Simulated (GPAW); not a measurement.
# Tm (Fm-3m) in GPAW: convergence with density grid spacing (A)

Aim: find how far density grid spacing (A) must go before the results for Tm settle, at PBE. This setting moves, with any that are tied to it; all else stays.

Program: GPAW 26.7.0. These are calculated values, not measurements. Logs are shortened: lines on timing, memory, paths and dates and some standing lists are left out, and cuts for length are marked. The log counts tension as positive stress, the text compression.

## (1) Starting point

Symmetry: Fm-3m, No. 225, cubic system. Conventional cell: a = 4.936 Å, b = 4.936 Å, c = 4.936 Å, α = 90.00°, β = 90.00°, γ = 90.00°. Tm (site symmetry m-3m) is surrounded by 12 Tm at 3.49 Å.

This isn't the form of Tm at room conditions, which is hcp.

## (2) With density grid spacing (A) 0.24

Input file run.py:

```python
from ase.dft.bandgap import bandgap
from ase.io import read, write
from ase.units import GPa
from gpaw import GPAW, PW

atoms = read('Tm.xyz')
atoms.set_initial_magnetic_moments([2.0])

calc = GPAW(mode=PW(800),
            h=0.24,
            xc='PBE',
            kpts={'size': (7, 7, 7), 'gamma': True},
            occupations={'name': 'fermi-dirac', 'width': 0.05},
            nbands=24,
            convergence={'density': 1e-05, 'energy': 1e-05},
            maxiter=100,
            txt='gpaw.txt')
atoms.calc = calc
energy = atoms.get_potential_energy()
forces = atoms.get_forces()
stress = atoms.get_stress()
calc.write('gs.gpw')
write('result.traj', atoms)
print(f'Energy: {energy:.6f} eV')
print('Forces (eV/A):')
print(forces.round(4))
print('Stress (GPa):', (stress / GPa).round(3))
print('Moments:', calc.get_magnetic_moments().round(3))
print('Fermi level:', round(calc.get_fermi_level(), 4), 'eV')
print(f'Gap: {bandgap(calc)[0]:.4f} eV, direct: {bandgap(calc, direct=True)[0]:.4f} eV')
```

Input file Tm.xyz:

```xyz
1
Lattice="0.0000000000 2.4680255249 2.4680255249 2.4680255249 0.0000000000 2.4680255249 2.4680255249 2.4680255249 0.0000000000" Properties=species:S:1:pos:R:3 pbc="T T T"
Tm     0.0000000000      0.0000000000      0.0000000000
```

Potentials or basis: GPAW PAW data sets (gpaw-data 1.2.1), pw.

The run is started by

```
$ OMP_NUM_THREADS=1 python run.py
```

Wall time 2.4 s (1 thread of Arm Neoverse V1, shared host); peak memory 0.14 GiB.

The input was rejected before any iteration.

## (3) With density grid spacing (A) 0.2

run.py, as its differences from that of step 2:

```diff
@@ -9,3 +9,3 @@
 calc = GPAW(mode=PW(800),
-            h=0.24,
+            h=0.2,
             xc='PBE',
```

Tm.xyz is that of step 2.

Potentials or basis: GPAW PAW data sets (gpaw-data 1.2.1), pw.

The run is started by

```
$ OMP_NUM_THREADS=1 python run.py
```

gpaw.txt:

```text
__  _  _
 | _ |_)|_||  |
 |__||  | ||/\| - 26.7.0

Input parameters:
  mode=PW(ecut=800.0),
  convergence={'density': 1e-05, 'energy': 1e-05},
  h=0.2,
  kpts=MonkhorstPack(size=(7, 7, 7), gamma=True),
  maxiter=100,
  nbands=24,
  occupations=Occupations(name='fermi-dirac', width=0.05),
  xc=XC(name='PBE')

Diagonalizing LCAO Hamiltonian
Converting LCAO to pw mode

       Tm

Atoms  # Å, Bohr magnetons
|   | symbol |        x |        y |        z |    initial magnetic moments |
|---|--------|----------|----------|----------|-----------------------------|
| 0 |     Tm | 0.000000 | 0.000000 | 0.000000 | ( 0.0000,  0.0000,  2.0000) |

Unit cell  # Å
| periodic |        x |        y |        z |  lengths |    angles |
|----------|----------|----------|----------|----------|-----------|
|      yes | 0.000000 | 2.468026 | 2.468026 | 3.490315 | 60.000000 |
|      yes | 2.468026 | 0.000000 | 2.468026 | 3.490315 | 60.000000 |
|      yes | 2.468026 | 2.468026 | 0.000000 | 3.490315 | 60.000000 |

Number of symmetries: 48
[... 51 lines left out ...]

BZ-sampling:
  Number of BZ points: 343
  Number of IBZ points: 20

  Monkhorst-Pack size: [7, 7, 7]
  Monkhorst-Pack shift: [0, 0, 0]

K-points  # in reciprocal-cell coordinates
|     |                                coordinates |     weight |
|-----|--------------------------------------------|------------|
|   0 | (  0.00000000,   0.00000000,   0.00000000) | 0.00291545 |
|   1 | (  0.14285714,   0.14285714,   0.00000000) | 0.01749271 |
|   2 | (  0.14285714,   0.14285714,   0.14285714) | 0.02332362 |
|   3 | (  0.28571429,   0.14285714,   0.14285714) | 0.03498542 |
|   4 | (  0.28571429,   0.28571429,   0.00000000) | 0.01749271 |
|   5 | (  0.28571429,   0.28571429,   0.14285714) | 0.06997085 |
|   6 | (  0.28571429,   0.28571429,   0.28571429) | 0.02332362 |
|   7 | (  0.42857143,  -0.28571429,  -0.28571429) | 0.03498542 |
|   8 | (  0.42857143,   0.28571429,  -0.42857143) | 0.13994169 |
|   9 | (  0.42857143,   0.28571429,  -0.28571429) | 0.06997085 |
| ... |                                            |            |
|  19 | (  0.42857143,   0.42857143,   0.42857143) | 0.02332362 |

Plane wave coefficients: 1564
Cutoff: 800.0 eV

Spin-components: 2 (collinear spins)
Bands:           24
Projectors:      8
Spin-degeneracy: 1
Datatype:        complex128

Parallelization:
  kpt:    1
  domain: 1
  band:   1

Density:
  Valence electrons: 23.0
  Components: 2
  Grid points: [18 18 18]
  Charge: 0.0  # |e|

Potential:
  Grid points: [18 18 18]

species:
  Tm:
    name:    Thulium
    Z:       69.0
    valence: 23
    core:    46
    charge:  0.0  # [|e|]
    compensation charges:
      type: gauss
      rc: 0.35  # [Å]
      lmax: 2
    cutoffs:
      filter: 1.17  # [Å]
      core: 1.68  # [Å]
    projectors
    | kind |    occ | energy [eV] | rcut [Å] |
    |------|--------|-------------|----------|
    |   5s |  2.000 |     -53.378 |    1.164 |
    |   6s |  2.000 |      -3.876 |    1.164 |
    |   5p |  6.000 |     -26.904 |    1.164 |
    |   6p |  0.000 |      -1.121 |    1.164 |
    |   5d |  0.000 |      -0.790 |    1.164 |
    |   4f | 13.000 |      -3.087 |    1.164 |
    |    d |        |      26.422 |    1.164 |
    |    f |        |      24.124 |    1.164 |

    Using partial waves for Tm as LCAO basis

Reference energy: -369188.194647  # eV

eigensolver:
  PPCG
  Converge bands: occupied
  niter=2

density mixing:
  MSR1-Mixer
  Pratt-step length: 0.05
  Maximum mixing coefficient: 0.75
  Old densities: 10
  SVD Regularization: 0.005
  Good broyden scale: 1.0
  Trust region scale: 1.0
  Backstep threshold: 4.0
  History deletion threshold: 6.0
  Fourier metric: weight=20.0, sigma=0.015

occupation numbers:
  Fermi-Dirac:
    width: 0.0500  # eV

poisson solver:
  ecut: 6400.0  # eV

xc functional:
  name: PBE with 2 nearest neighbor stencil

convergence criteria:
- Maximum integral of absolute [dens]ity change: 1e-05 electrons / valence electron
- Maximum [total energy] change in last 3 cyles: 1e-05 eV / valence electron
- Maximum integral of absolute [eigenst]ate change: 4e-08 eV^2 / valence electron
maximum number of iterations: 100

SCF iterations
|iter     | |      energy | eigst |  dens |  magmom |
|---------|-|-------------|-------|-------|---------|
|iter:   1| |   -9.878207 | -0.16 |       |  +1.8341|
|iter:   2| |   -5.659715 | -1.55 | -0.64 |  +1.7496|
|iter:   3| |  -44.741700 | -0.06 | -0.69 |  +0.8286|
|iter:   4| |   -1.833535 | -0.05 | -0.14 |  +0.9206|
|iter:   5| |   -1.946035 | -1.50 | -0.90 |  +1.2392|
|iter:   6| |   -1.738218 | -1.74 | -1.07 |  +0.9947|
|iter:   7| |   -1.613735 | -2.03 | -0.99 |  +1.1989|
|iter:   8| |   -1.556655 | -2.86 | -1.43 |  +1.0979|
|iter:   9| |   -1.561747 | -3.96 | -1.93 |  +1.0924|
|iter:  10| |   -1.560901 | -4.56 | -2.24 |  +1.0768|
|iter:  11| |   -1.561496 | -5.79 | -2.33 |  +1.0706|
|iter:  12| |   -1.564811 | -4.10 | -2.33 |  +1.0699|
|iter:  13| |   -1.562258 | -4.51 | -2.20 |  +1.0635|
|iter:  14| |   -1.562355 | -6.04 | -2.95 |  +1.0622|
|iter:  15| |   -1.562439c| -6.30 | -3.16 |  +1.0652|
|iter:  16| |   -1.562433c| -7.34 | -3.86 |  +1.0661|
|iter:  17| |   -1.562436c| -6.78 | -4.23 |  +1.0671|
|iter:  18| |   -1.562440c| -7.53c| -4.72 |  +1.0670|
|iter:  19| |   -1.562442c| -7.78c| -4.66 |  +1.0666|
|iter:  20| |   -1.562442c| -8.24c| -5.22c|  +1.0665|

Converged in 20 steps
Energy contributions relative to reference atoms: (reference = -369188.194647)

Energy contributions:
  Kinetic:         -40.810455
  Coulomb:          39.079810
  Zero:              0.522441
  External:          0.000000
  Xc:               -0.296009
  Entropy:          -0.116459
  Spinorbit:         0.000000
  ----------------------------
  Free energy:      -1.620672
  Extrapolated:     -1.562442

dipole moment: (-23.421947, -23.421947, -23.421947)  # |e|*Ang

Total magnetic moment: (0.000000, 0.000000, 1.066494)

Local magnetic moments
|        x |        y |        z |
|----------|----------|----------|
| 0.000000 | 0.000000 | 1.186356 |  # Tm   0

Fermi level: 8.131
Eigenvalues  # (at kpt = [0.000, 0.000, 0.000])
| band index |      eig [eV] | occ [0-1] |      eig [eV] | occ [0-1] |
|------------|---------------|-----------|---------------|-----------|
|          0 |       -42.028 |     1.000 |       -41.529 |     1.000 |
|        ... |               |           |               |           |
|          3 |       -14.950 |     1.000 |       -14.612 |     1.000 |
|          4 |         2.813 |     1.000 |         2.693 |     1.000 |
|          5 |         6.967 |     1.000 |         7.815 |     0.998 |
|          6 |         7.009 |     1.000 |         7.968 |     0.963 |
|          7 |         7.009 |     1.000 |         7.968 |     0.963 |
|          8 |         7.009 |     1.000 |         7.968 |     0.963 |
|          9 |         7.193 |     1.000 |         8.142 |     0.445 |
|         10 |         7.193 |     1.000 |         8.142 |     0.445 |
|         11 |         7.193 |     1.000 |         8.142 |     0.445 |
|         12 |        11.148 |     0.000 |        11.120 |     0.000 |
|         13 |        11.148 |     0.000 |        11.120 |     0.000 |
|         14 |        11.148 |     0.000 |        11.120 |     0.000 |
|         15 |        13.664 |     0.000 |        13.758 |     0.000 |
|         16 |        13.664 |     0.000 |        13.758 |     0.000 |
|         17 |        18.634 |     0.000 |        18.344 |     0.000 |
|        ... |               |           |               |           |
|         23 |        32.918 |     0.000 |        32.893 |     0.000 |

No gap
No difference between direct/indirect transitions

Forces  # eV/Ang
|        x |       y |       z |
|----------|---------|---------|
| -0.00000 | 0.00000 | 0.00000 |  # Tm   0

Stress tensor  # eV/Ang^3
|         x |         y |         z |
|-----------|-----------|-----------|
| -0.025767 | -0.000000 | -0.000000 |
| -0.000000 | -0.025767 |  0.000000 |
| -0.000000 |  0.000000 | -0.025767 |

# Writing to gs.gpw (mode='')
```

stdout:

```text
Energy: -1.562442 eV
Forces (eV/A):
[[-0.  0.  0.]]
Stress (GPa): [-4.128 -4.128 -4.128  0.    -0.    -0.   ]
Moments: [1.186]
Fermi level: 8.1307 eV
Gap: 0.0000 eV, direct: 0.0000 eV
```

Wall time 49 s (1 thread of Arm Neoverse V1, shared host); peak memory 0.18 GiB.

What came out:

```
Free energy            : -1.6207 eV
Pressure               : 4.1 GPa
Band gap on the k mesh : none (metal or under the smearing width)
Net moment             : 1.07 μB per cell
Site moments           : Tm +1.19 μB
```

## (4) With density grid spacing (A) 0.17

run.py, as its differences from that of step 3:

```diff
@@ -9,3 +9,3 @@
 calc = GPAW(mode=PW(800),
-            h=0.2,
+            h=0.17,
             xc='PBE',
```

Tm.xyz is that of step 3.

The run is started by

```
$ OMP_NUM_THREADS=1 python run.py
```

Run time: 62 s. Hardware: 1 thread of Arm Neoverse V1, shared host; peak memory 0.19 GiB.

What came out:

```yaml
Free_energy: -1.6206 eV
Pressure: 4.1 GPa
Band_gap_on_the_k_mesh: none (metal or under the smearing width)
Net_moment: 1.07 μB per cell
Site_moments: Tm +1.19 μB
```

## (5) With density grid spacing (A) 0.15

run.py, as its differences from that of step 4:

```diff
@@ -9,3 +9,3 @@
 calc = GPAW(mode=PW(800),
-            h=0.17,
+            h=0.15,
             xc='PBE',
```

Tm.xyz is that of step 4.

The run is started by

```
$ OMP_NUM_THREADS=1 python run.py
```

Wall time 71 s (1 thread of Arm Neoverse V1, shared host); peak memory 0.2 GiB.

Results (log left out):

```yaml
Free_energy: -1.6205 eV
Pressure: 4.1 GPa
Band_gap_on_the_k_mesh: none (metal or under the smearing width)
Net_moment: 1.07 μB per cell
Site_moments: Tm +1.19 μB
```

## (6) With density grid spacing (A) 0.13

run.py, as its differences from that of step 5:

```diff
@@ -9,3 +9,3 @@
 calc = GPAW(mode=PW(800),
-            h=0.15,
+            h=0.13,
             xc='PBE',
```

Tm.xyz is that of step 5.

Potentials or basis: GPAW PAW data sets (gpaw-data 1.2.1), pw.

The run is started by

```
$ OMP_NUM_THREADS=1 python run.py
```

It took 93 s on 1 thread of Arm Neoverse V1, shared host; peak memory 0.22 GiB.

Results (log left out):

| Quantity | Value |
| --- | --- |
| Free energy | -1.6204 eV |
| Pressure | 4.1 GPa |
| Band gap on the k mesh | none (metal or under the smearing width) |
| Net moment | 1.07 μB per cell |
| Site moments | Tm +1.19 μB |

## (7) With density grid spacing (A) 0.11

run.py, as its differences from that of step 6:

```diff
@@ -9,3 +9,3 @@
 calc = GPAW(mode=PW(800),
-            h=0.13,
+            h=0.11,
             xc='PBE',
```

Tm.xyz is that of step 6.

The run is started by

```
$ OMP_NUM_THREADS=1 python run.py
```

Wall time 1.7 min (1 thread of Arm Neoverse V1, shared host); peak memory 0.26 GiB.

Results (log left out):

```yaml
Free_energy: -1.6203 eV
Pressure: 4.1 GPa
Band_gap_on_the_k_mesh: none (metal or under the smearing width)
Net_moment: 1.07 μB per cell
Site_moments: Tm +1.19 μB
```

## (8) With density grid spacing (A) 0.09

run.py, as its differences from that of step 7:

```diff
@@ -9,3 +9,3 @@
 calc = GPAW(mode=PW(800),
-            h=0.11,
+            h=0.09,
             xc='PBE',
```

Tm.xyz is that of step 7.

The run is started by

```
$ OMP_NUM_THREADS=1 python run.py
```

Run time: 3.8 min. Hardware: 1 thread of Arm Neoverse V1, shared host; peak memory 0.37 GiB.

The run converged. Its results:

```yaml
Free_energy: -1.6203 eV
Pressure: 4.1 GPa
Band_gap_on_the_k_mesh: none (metal or under the smearing width)
Net_moment: 1.07 μB per cell
Site_moments: Tm +1.19 μB
```

## (9) Summary

```tsv
density grid spacing (A)	energy less the tightest run, at zero smearing (meV/atom)	SCF cycles	CPU time (s)	peak memory (GiB)
0.24	refused	-	-	-
0.2	-0.41	20	49	0.18
0.17	-0.36	20	62	0.19
0.15	-0.20	20	71	0.2
0.13	-0.12	20	93	0.22
0.11	-0.04	20	100	0.26
0.09	0.00	20	230	0.37
```

Against the tightest run, the energy stays within 1 meV/atom from 0.2 on. The tightest run that finished is the yardstick and may itself not be fully converged.

Caveats: one-centre terms of the f shell are cut off; the magnetic or orbital state may not be the lowest; spin-orbit coupling is left out, which moves the levels of the heavy elements.
